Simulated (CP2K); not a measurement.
# Ti2C under changes of volume

One of the cells (13.194 Å³/atom); the others are scaled copies at fixed shape and fractional positions:

```
CELL_PARAMETERS angstrom
5.13200 0.00000 0.00000
4.20692 2.93926 0.00000
4.20692 1.32405 2.62414
ATOMIC_POSITIONS crystal
Ti 0.75450 0.75450 0.75450
Ti 0.24550 0.24550 0.24550
C 0.50000 0.50000 0.50000
```

The cell comes from a database or a generator and needn't be the stable form of this composition.

```yaml
Program: CP2K 2026.2
Functional: PBEsol
Potentials_or_basis: POTENTIAL_UZH Ti GTH-PBE-q12, C GTH-PBE-q4; TZVP-MOLOPT-PBE-GTH basis
Density_cutoff: 6123 eV
k_mesh: 10 × 10 × 10
Occupations: fermi-dirac, width 0.05 eV
Spin: no spin polarisation
```

```csv
volume (Å³/atom),energy over the lowest point (meV/atom),pressure (GPa),largest force (eV/Å)
12.667,3.59,4.4,0.390
12.931,0.00,0.2,0.145
13.194,3.03,-3.6,0.081
13.458,12.02,-7.1,0.290
13.722,?,?,?
```

Task: What does the run at 13.722 Å³/atom give?

Result: Energy over the lowest point 26.41 meV/atom; pressure -10.2 GPa; largest force 0.484 eV/Å.

Worked out: A Birch-Murnaghan fit of order 2 (a polynomial in V^(-2/3)) to the other rows has its minimum at 12.94 Å³/atom with B0 = V·E''(V) = 196 GPa at fixed shape and positions, which overstates the stiffness. It gives 26.43 meV/atom at 13.722 Å³/atom, against the run's 26.41, and -dE/dV = -10.3 GPa, against -10.2.

Energies are extrapolated to zero smearing.

Caveats: the potentials were made for another functional, which shifts forces and pressure; the basis of atomic orbitals isn't converged, which shifts pressures, moduli and gaps.
